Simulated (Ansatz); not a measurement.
# Σ5 (210) boundary in fcc Ag with O (interstitial): structure and resistance, part 2 of 2

Aim: the relaxed structure and the specific resistance of the Σ5 (210) boundary in fcc Ag with O (interstitial).

Ansatz 0.2.0; Ansatz plane-wave DFT, PBE, PAW files; relaxation of a bicrystal slab with its lowest layers held; PAW set soft_1 (the session's first sound run).

So far. Step 2 (Relaxing the bicrystal): The largest force component on a free atom ends at 0.0042 eV/Å, under the tolerance of 0.03, after 12 steps.

### 3. Transmission across the boundary

Bulk layers of each grain are laid under and over the relaxed boundary, and a lead is named in the middle of each, away from the free faces. The mesh across the current, 18×18, is finer than the density's, because channels open and close sharply across the zone. Energies from -0.1 to 0.1 eV in steps of 0.05 eV are too few for the program's thermal sum, so it prints no conductance; for a metal the transmission near the Fermi level serves, at a fraction of the cost.

This step: Ansatz plane-wave DFT, PBE, PAW files; ballistic transport by layer matching (Landauer), zero bias; boundary relaxed in a short slab, bulk layers laid on; PAW set soft_1 (Ansatz 0.2.0).

System of this step: Σ5 (210) boundary in fcc Ag with O (interstitial). The cell holds 48 atoms: 47 Ag and 1 O. Its edges and angles: a = 5.005 Å, b = 4.086 Å, c = 51.160 Å, α = 90.0°, β = 90.0°, γ = 65.9°. It derives from Ag. Regions: lower grain, 19 atoms (19 Ag); boundary, 14 atoms (13 Ag and 1 O); upper grain, 15 atoms (15 Ag). Vacuum lies along c.

input.yaml reads:

```yaml
crystal:
  lattice:
    - [5.0045524935, 0.0, 0.0]
    - [1.6681841645, 3.7301731908, 0.0]
    - [0.0, 0.0, 51.1601512146]
  atoms:
    - { symbol: Ag, position: [-14.9999999996, 7.4999999997, 0.0781858518] }
    - { symbol: Ag, position: [-14.3999999997, 7.1999999998, 0.096045496] }
    - { symbol: Ag, position: [-13.7999999997, 6.8999999998, 0.1139051401] }
    - { symbol: Ag, position: [-13.1999999997, 6.5999999998, 0.1317647843] }
    - { symbol: Ag, position: [-12.5999999997, 6.2999999998, 0.1496244285] }
    - { symbol: Ag, position: [-11.9999999997, 5.9999999998, 0.1674840727] }
    - { symbol: Ag, position: [-11.3999999997, 5.6999999998, 0.1853437169] }
    - { symbol: Ag, position: [-10.7999999997, 5.3999999998, 0.2032033611] }
    - { symbol: Ag, position: [-10.1999999998, 5.0999999998, 0.2210630052] }
    - { symbol: Ag, position: [-9.5999999998, 4.7999999998, 0.2389226494] }
    - { symbol: Ag, position: [-8.9999999998, 4.4999999999, 0.2567822936] }
    - { symbol: Ag, position: [-8.3999999998, 4.1999999999, 0.2746419378] }
    - { symbol: Ag, position: [-7.7999999998, 3.8999999999, 0.292501582] }
    - { symbol: Ag, position: [-7.1999999998, 3.5999999999, 0.3103612262] }
    - { symbol: Ag, position: [-6.5999999998, 3.2999999999, 0.3282208703] }
    - { symbol: Ag, position: [-5.9999999998, 2.9999999999, 0.3460805145] }
    - { symbol: Ag, position: [-5.3999999999, 2.6999999999, 0.3639401587] }
    - { symbol: Ag, position: [-4.7999999999, 2.3999999999, 0.3817998029] }
    - { symbol: Ag, position: [-4.1999999999, 2.0999999999, 0.3996594471] }
    - { symbol: Ag, position: [0.4000000001, 0.7999999999, 0.4175190912] }
    - { symbol: Ag, position: [0.0016700324, 0.4991649838, 0.436666779] }
    - { symbol: Ag, position: [0.6048137231, 0.1975931384, 0.4549926959] }
    - { symbol: Ag, position: [0.2117235145, 0.8941382427, 0.4729244781] }
    - { symbol: Ag, position: [0.8141016414, 0.5929491793, 0.4914403771] }
    - { symbol: Ag, position: [0.4217112416, 0.2891443792, 0.5113170627] }
    - { symbol: Ag, position: [0.0102559564, -0.0051279782, 0.5265908548] }
    - { symbol: O, position: [0.4967959199, 0.75160204, 0.5360695787] }
    - { symbol: Ag, position: [0.8830729733, 0.5584635134, 0.5630091089] }
    - { symbol: Ag, position: [0.2836099609, 0.8581950196, 0.5792639513] }
    - { symbol: Ag, position: [0.6851498988, 0.1574250506, 0.5984880131] }
    - { symbol: Ag, position: [0.0851090619, 0.457445469, 0.6163689678] }
    - { symbol: Ag, position: [0.4811452064, 0.7594273968, 0.6350754213] }
    - { symbol: Ag, position: [0.8766652666, 0.0616673667, 0.6539194855] }
    - { symbol: Ag, position: [-4.7233347334, 2.3616673667, 0.6717791297] }
    - { symbol: Ag, position: [-5.3233347334, 2.6616673667, 0.6896387738] }
    - { symbol: Ag, position: [-5.9233347334, 2.9616673667, 0.707498418] }
    - { symbol: Ag, position: [-6.5233347333, 3.2616673667, 0.7253580622] }
    - { symbol: Ag, position: [-7.1233347333, 3.5616673666, 0.7432177064] }
    - { symbol: Ag, position: [-7.7233347333, 3.8616673666, 0.7610773506] }
    - { symbol: Ag, position: [-8.3233347333, 4.1616673666, 0.7789369948] }
    - { symbol: Ag, position: [-8.9233347333, 4.4616673666, 0.7967966389] }
    - { symbol: Ag, position: [-9.5233347333, 4.7616673666, 0.8146562831] }
    - { symbol: Ag, position: [-10.1233347333, 5.0616673666, 0.8325159273] }
    - { symbol: Ag, position: [-10.7233347333, 5.3616673666, 0.8503755715] }
    - { symbol: Ag, position: [-11.3233347332, 5.6616673666, 0.8682352157] }
    - { symbol: Ag, position: [-11.9233347332, 5.9616673666, 0.8860948599] }
    - { symbol: Ag, position: [-12.5233347332, 6.2616673666, 0.903954504] }
    - { symbol: Ag, position: [-13.1233347332, 6.5616673665, 0.9218141482] }
kpoints:
  mp_grid: { grid: [7, 7, 1] }
hamiltonian:
  xc: pbe
  pseudopotentials: { kind: paw, azcp: { folder: soft_1 } }
scf:
  occupations: { method: fermi_dirac, width: 0.1 }
output:
  transmission:
    leads: [[10, 11], [39, 40]]
    kmesh: [18, 18]
    e_range: [-0.1, 0.1]
    de: 0.05
  write_potential: true
  write_density: true
  volumetric_format: npy
  elf: true
```

On the command line:

```sh
ansatz run input.yaml --threads 4 --pin off --max-ram 15360MiB --backend cpu --events-out ev --progress --plain --runs-dir out
```

Numbers of over 12 decimals in the logs are rounded to 6 here.

Output:

```text
[...]
Crystal: 48 atoms, lattice volume = 955.050 Å³
Basis set: ecut = 420 eV, 18703 PW (Γ)
Bands: 540, of which v1, the nominal top of the filled ones, is band 450 counted from 1 (449 counted from 0)
Symmetry: 2 space group operations
[...]
k-points: 16 of 49 (time reversal used)
[...]
SCF iter   1: F=—  HF=-357334.861630 eV  |F-HF|=—  |Δ(HF+E_count)|=         —  Δρ=7.05e-2  dr2=8.14e1  ethr=3.10e-3  ⟨swp⟩=5.0  Hψ=25807  notcnv=0  defer=839
[...]
SCF iter  12: F=-357321.084810 eV  HF=-357321.084810 eV  |F-HF|=6.52e-9  |Δ(HF+E_count)|=   1.44e-8  Δρ=7.95e-7  dr2=7.60e-9  ethr=8.38e-12  ⟨swp⟩=1.0  Hψ=22931  notcnv=0
SCF 1 converged in 12 iterations: F = -357321.084810 eV  dr2 = 7.60e-9
[...]
transmission: 368 of 3640 steps passed
transmission: 736 of 3640 steps passed
[...]
transmission: 3640 of 3640 steps passed
WARN: The input density's exchange-correlation potential varies sharply where the density is thin. Do not read a vacuum level from v_tot or v_xc, or from such a field of the output density. On a cell that repeats whose density bears no net charge and no dipole along the vacuum's axis use v_es (v_loc + v_h of the components); under efield.dipole_correction with no amplitude use v_es + v_field, which holds any external [...]
SCF converged after 12 iterations
Free energy (F): -357321.084810 eV
[...]
Internal energy: -357320.658724 eV  (E = F + TS)
E sigma→0 (E₀):  -357320.871767 eV
Entropy (-TS):   -0.426086 eV (-8.877 meV/atom)
Fermi energy:    13.878284 eV
[...]
--- Band table (eV; the first three rows and the last of 16) ---
  k-point 0: bands = [... 446 lower, 15.5261, 15.5600, 15.6970, 15.7379, 15.7944, 15.8789, 15.9710, 16.0253, ... 86 higher]
  k-point 1: bands = [... 446 lower, 15.1827, 15.2098, 15.2987, 15.3971, 15.5212, 15.7251, 15.8186, 15.9960, ... 86 higher]
  k-point 2: bands = [... 446 lower, 14.5468, 14.5591, 14.6166, 14.6393, 14.7657, 14.8861, 14.8971, 15.0260, ... 86 higher]
  k-point 15: bands = [... 446 lower, 12.6054, 12.7112, 12.9360, 13.3750, 13.4056, 13.6300, 13.8235, 14.2492, ... 86 higher]
--- Transmission ---
  basis      : 165 plane waves across, 40 finite elements along
  points     : 91, standing for a mesh of 18 x 18
  energies   : 5 from -0.100000 to 0.100000 eV about the Fermi level, 0.050000 eV apart; the leads are filled to 0.000000 eV, and channels, transmission and decay are at 0.000000 eV
  crystal 0  : Ag3, at the sites [10, 11], period 2.7411 Å, over 18.27 Å; its Hamiltonian steps by up to 17.9 meV
    offset         : up to 0.0000 Å between an atom of the period and one for which it stands
    channels       : 2.151235e0 a spin
    conductance    : none, the energies end too early or step too widely for 300 K: set another output.transmission.e_range or a lower de, or, where they end at an eighth of basis.ecutwfc, a higher one
[...]
channels       : 2.151235e0 a spin
[...]
junction   : crystal 0 to crystal 1, 12.92 to 38.24 Å
    transmission   : 8.830656e-1 a spin
[...]
```

It took 23 min on 4 threads of Arm Neoverse V1, shared host; peak memory 11 GiB; 88 min of CPU time.

The column dr2 measures how far the density is from self-consistency, as an energy; F and HF (Harris–Foulkes) agree once it is small.

Numbers from this step:

```yaml
free_energy: -357321.0848 eV
energy_at_zero_smearing: -357320.8718 eV
fermi_energy: 13.88 eV
cell_area: 18.67 Å²
transmission_per_spin_nearest_the_fermi_level: 0.8831
open_channels_per_spin_nearest_the_fermi_level: 2.151
open_channels_per_spin_upper_lead: 2.151
step_of_the_lead_s_potential: 17.9 meV
step_of_the_upper_lead_s_potential: 14.6 meV
```

Per spin. Transmission, zone mean against energy, zero at the Fermi level:

| energy (eV) | transmission, zone mean |
| --- | --- |
| -0.1000 | 0.882 |
| -0.0500 | 0.878 |
| 0.0000 | 0.883 |
| 0.0500 | 0.881 |
| 0.1000 | 0.873 |

Per spin. The open channels, zone mean by energy, zero at the Fermi level:

| energy (eV) | lead | upper lead |
| --- | --- | --- |
| -0.1000 | 2.11 | 2.13 |
| -0.0500 | 2.13 | 2.15 |
| 0.0000 | 2.15 | 2.15 |
| 0.0500 | 2.16 | 2.16 |
| 0.1000 | 2.16 | 2.15 |

Transmission over k1 and k2. At 0.0000 eV from the Fermi level.

Values, 12 rows by 16 columns, each cell a mean:
```
0.86 0.87 0.83 0.74 0.76 0.86 0.91 0.89 0.83 1.07 1.01 0.98 0.99 1.03 1.09 0.85
0.92 0.80 0.72 0.70 0.75 0.85 0.96 0.99 0.96 0.93 0.91 0.90 0.91 0.93 0.96 1.00
0.79 0.77 0.76 0.76 0.78 0.79 0.79 0.84 0.96 0.98 0.98 0.98 0.96 0.84 0.78 0.80
0.82 0.88 0.86 0.82 0.83 0.83 0.86 0.96 0.94 0.94 0.94 0.96 0.95 0.86 0.83 0.82
0.89 0.89 0.90 0.91 0.92 0.95 0.94 0.87 0.75 0.74 0.83 0.93 0.95 0.93 0.91 0.90
0.91 0.92 0.93 0.94 0.97 0.99 0.89 0.73 0.66 0.71 0.86 0.99 0.97 0.95 0.93 0.92
0.90 0.91 0.92 0.94 0.96 0.94 0.81 0.71 0.73 0.84 0.95 0.96 0.93 0.92 0.91 0.90
0.85 0.86 0.87 0.90 0.95 0.93 0.89 0.87 0.88 0.95 0.91 0.88 0.87 0.85 0.90 0.91
0.79 0.79 0.78 0.85 0.97 0.98 0.97 0.97 0.96 0.87 0.78 0.79 0.79 0.78 0.77 0.78
0.85 0.90 0.88 0.89 0.93 0.94 0.94 0.93 0.92 0.89 0.88 0.82 0.76 0.72 0.72 0.78
0.95 0.99 1.05 0.99 0.94 0.92 0.97 1.02 0.93 0.99 0.95 0.84 0.74 0.72 0.79 0.87
0.70 0.77 1.03 0.99 0.95 0.99 1.02 0.86 0.68 0.77 0.96 0.92 0.86 0.90 0.96 0.78
```
Columns: k1 (b1) from -0.5 to 0.444; rows upwards: k2 (b2) from -0.5 to 0.444.

Open channels over k1 and k2. At 0.0000 eV from the Fermi level.

Values, 12 rows by 16 columns, each cell a mean:
```
2.33 2.48 3.00 3.00 3.00 3.00 2.48 2.33 2.37 2.67 2.78 3.00 2.81 2.67 2.93 2.41
3.00 3.00 3.00 3.00 3.00 3.00 3.00 3.00 2.30 1.85 1.44 1.67 1.85 2.00 2.78 3.00
3.00 3.00 3.00 3.00 3.00 2.78 2.67 2.37 1.00 1.00 1.00 1.00 1.00 2.11 2.67 2.96
2.33 2.33 2.33 2.33 2.33 2.11 2.00 1.11 1.00 1.00 1.00 1.00 1.37 1.89 2.00 2.30
2.00 2.00 2.00 2.00 2.00 2.00 1.74 1.07 1.00 1.00 1.00 1.44 2.00 2.00 2.00 2.00
2.00 2.00 2.00 2.00 2.00 2.00 1.22 1.00 1.00 1.00 1.22 1.81 2.00 2.00 2.00 2.00
2.00 2.00 2.00 2.00 2.00 1.33 1.00 1.00 1.00 1.07 1.56 2.00 2.00 2.00 2.00 2.00
2.00 2.00 2.00 2.00 1.63 1.11 1.00 1.00 1.00 1.22 2.00 2.00 2.00 2.00 2.00 2.00
3.00 2.85 2.33 1.74 1.00 1.00 1.00 1.00 1.07 1.81 2.33 2.63 3.00 3.00 3.00 3.00
3.00 3.00 2.78 2.04 1.30 1.00 1.00 1.59 1.81 3.00 3.00 3.00 3.00 3.00 3.00 3.00
2.67 2.74 2.78 2.33 2.70 3.00 2.48 2.33 2.67 2.67 2.78 3.00 3.00 3.00 3.00 2.70
2.00 2.07 2.56 3.00 3.00 3.00 2.48 2.33 2.00 2.00 2.33 3.00 3.00 3.00 2.48 2.04
```
Columns: k1 (b1) from -0.5 to 0.444; rows upwards: k2 (b2) from -0.5 to 0.444.

ELF in the ca plane at fractional y = 0.752, with atoms of Ag and O within 0.2 Å of it. It is the smooth field of the valence electrons, not physical close to the nuclei.

Ten even steps from '0' (0.09) to '9' (0.78), each cell a mean:
```
11111111222111111110111001221111111100111111
11111111221111124421000013442111111111111111
11111111111111135541000003443111111111111113
42111111111011135531002201232110011111111135
53111111111000123320069961011110011344211136
63111344211101011100399896100100012577521125
42113576421111110000497597012321013699531112
21113697521112321000289994035542112566521111
11112565411124542100025651146653111244211001
11111233111135653100000000145642111111111111
11111111111124542111121100123321110011111111
11111111111012221111233100011111111111111111
11111111111111111111122101111111111100111111
```
Columns run along c (16.0 Å, from fractional 0.37 to 0.69 of the cell), rows up along a (5.0 Å). Atoms in or near the plane, at fractional coordinates: Ag at (0.42, 0.40), O at (0.54, 0.50), Ag at (0.64, 0.48).

Electrostatic potential energy in the ca plane at fractional y = 0.752, with atoms of Ag and O within 0.2 Å of it. With pseudopotentials it is smooth inside the atoms' cores, unlike the true potential.

Ten even steps from '0' (-15 eV) to '9' (17 eV), each cell a mean:
```
99999998546899987789888887557999887899888999
99999998656899852248999984114899988999999998
79999999888999720027999983114899999999999973
26999999999999720027999996446899999877899830
03899877899999863369997589888999998411489820
02897311589999988899950019998899995011058840
05883020169998889999940008974368984066048985
68982053069984358999971049830016995011059999
99984000279840015899999899610104898422589999
99998423699830004899988999720005999888899999
99999988999851015999766899863248999999999999
99999999999986568998644799988889988999989999
99999998777899889998755789889999987899888999
```
Columns run along c (16.0 Å, from fractional 0.37 to 0.69 of the cell; values clipped at the 3rd and 97th percentile), rows up along a (5.0 Å). Atoms in or near the plane, at fractional coordinates: Ag at (0.42, 0.40), O at (0.54, 0.50), Ag at (0.64, 0.48).

Valence density in the ca plane at fractional y = 0.752, with atoms of Ag and O within 0.2 Å of it. It is the smooth field of the valence electrons, not physical close to the nuclei.

Values in e/Å³, 7 rows by 16 columns, each cell a mean:
```
 0  0  0  1  0  0  1  0  0  1  1  0  0  0  0  0
 0  0  0  0  0  1  3  0  0  1  1  0  0  0  0  1
 3  0  1  0  0  1  1  0  2  0  0  0  1  4  0  3
 2  1  9  1  0  0  0  1  5  1  1  0  2 14  1  1
 0  1  8  1  1  3  0  0  1  1  7  1  1  3  0  0
 0  0  1  0  1  3  0  0  0  0  3  1  0  0  0  0
 0  0  0  0  0  0  0  1  0  0  0  0  0  0  0  0
```
Columns run along c (16.0 Å, from fractional 0.37 to 0.69 of the cell), rows up along a (5.0 Å). Atoms in or near the plane, at fractional coordinates: Ag at (0.42, 0.40), O at (0.54, 0.50), Ag at (0.64, 0.48).

Over the solved energies the transmission per spin lies between 0.873 and 0.883, out of 2.14 channels of the lead on average (up to 2.16).

### 4. Specific resistance

This step: Ansatz plane-wave DFT, PBE, PAW files; ballistic transport by layer matching (Landauer), zero bias; specific resistance of the boundary; PAW set soft_1 (Ansatz 0.2.0).

This step gave:

```yaml
area_resistance: 1.617 fΩ m²
t_over_the_leads_mean_channel_count: 0.4098
```

Averaged over the energies near the Fermi level, 41.0 % of the channels pass, which makes 1.62 fΩ m².

By hand, with T and the leads' channels N averaged over the energies near the Fermi level: RA = A (h/2e²)(1/T − ½[1/N₁ + 1/N₂]) = 18.67×10⁻²⁰ m² × 12 906 Ω × (1/0.8794 − ½[1/2.144 + 1/2.148]) = 1.62 fΩ m².

### 5. Summary of results

| Item | Value |
| --- | --- |
| specific resistance of the boundary | 1.62 fΩ m² |
| share of channels that pass | 0.410 |

In words: The boundary has a specific resistance of 1.6 fΩ m². The boundary reflects 59 % of the channels; 1.6 fΩ m² is 16×10⁻¹² Ω·cm². That equals the resistance of 99 nm of bulk Ag at 300 K (measured 1.629 µΩ cm, CRC Handbook of Chemistry and Physics, 84th ed., 2003, Electrical Resistivity of Pure Metals). One O in 18.7 Å² of boundary is a high coverage. In the relaxation the upper grain slid sideways by about 0.3 Å, so the result belongs to the position that it found, not to the starting one. One starting structure was relaxed; another shift or atom count at the boundary may lie lower.

[Logs are printed without paths, hosts, clocks, repeated set-up lines and the standing remarks that a program may print on its own settings, such as how far it seeks lower states.]

[Hosts, paths, dates, database ids (printed as entryN), source tags and the programs' standing remarks are cut or masked in the printed files.]
